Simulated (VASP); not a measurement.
The system is Si.

```
Si
1.0
     0.00000    2.71763    2.71763
     2.71763    0.00000    2.71763
     2.71763    2.71763    0.00000
Si
2
Direct
  0.50000 0.50000 0.50000
  0.75000 0.75000 0.75000
```

Base run:

```yaml
Program: VASP 6.6.1
Functional: r2SCAN
Potentials_or_basis: VASP PAW PBE potentials, release 64 (Si)
Cutoff: 520 eV
k_mesh: 14 × 14 × 14
Occupations: gaussian, width 0.02 eV
Spin: no spin polarisation
```

Its results: band gap on the k mesh 0.78 eV, indirect (least direct gap 2.76 eV).

**Question.** The run is repeated on the same cell with these changes: functional from r2SCAN to PBEsol. What comes out?

**Answer.** Band gap on the k mesh 0.46 eV, indirect (least direct gap 2.52 eV).

r2SCAN gives the wider gap, since meta-GGAs in the generalised Kohn-Sham scheme recover part of the derivative discontinuity.
